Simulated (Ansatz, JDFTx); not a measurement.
Given: the input of a run of Ansatz 0.2.0 on BN. The cell is a database's computed one, not the measured one.

The input input.yaml:

```yaml
crystal:
  lattice:
    - [0.0, 1.813001, 1.813001]
    - [1.813001, 0.0, 1.813001]
    - [1.813001, 1.813001, 0.0]
  atoms:
    - { symbol: "N", position: [0.25, 0.25, 0.25] }
    - { symbol: B, position: [0.0, 0.0, 0.0] }
kpoints:
  mp_grid: { grid: [13, 13, 13] }
scf:
  occupations: { method: gaussian, width: 0.05 }
hamiltonian:
  xc: pbesol
  pseudopotentials: { kind: all_electron, lapw: { basis_error: 0.001 } }
output:
  forces: true
  stress: true
  eigenvalues: true
```

Potentials or basis: all-electron LAPW, scalar-relativistic.

Command:

```console
$ ansatz run input.yaml --threads 1 --pin off --max-ram 3072MiB --backend cpu --events-out ev --progress --plain --runs-dir out
```

**Question.** Translate it to JDFTx 1.7.0 (patched build). Potentials or basis there: PseudoDojo-SR-PBEsol-0.4.1-standard with smoothed tails, cutoff 1143 eV.

**Answer.** As run (cutoffs and basis follow the program's own potentials, and thresholds, step limits or extra output files can differ):

The input BN.in:

```
lattice \
    0.0000000000     3.4260753537     3.4260753537 \
    3.4260753537     0.0000000000     3.4260753537 \
    3.4260753537     3.4260753537     0.0000000000
coords-type Lattice
ion N      0.2500000000     0.2500000000     0.2500000000 1
ion B      0.0000000000     0.0000000000     0.0000000000 1

ion-species pseudo/N.upf
ion-species pseudo/B.upf
elec-cutoff 42 336
elec-ex-corr gga-PBEsol
kpoint-folding 13 13 13
elec-smearing Gauss 0.00091873305
elec-n-bands 9
electronic-SCF nIterations 100 energyDiffThreshold 1e-09
electronic-minimize nIterations 30 energyDiffThreshold 1e-7
converge-empty-states yes
forces-output-coords Cartesian

dump-name run.$VAR
dump End Ecomponents EigStats BandEigs Kpoints Forces Stress
```

Potentials or basis: PseudoDojo-SR-PBEsol-0.4.1-standard with smoothed tails.

Command:

```sh
$ jdftx -c 1 -i BN.in -o BN.out
```

Both were run:

|  | Ansatz | JDFTx |
| --- | --- | --- |
| Pressure | -6.3 GPa | -5.7 GPa |

Where Ansatz's input types no cutoff or centring, it takes its own default and a Γ-centred mesh.

Pressure is positive in compression.
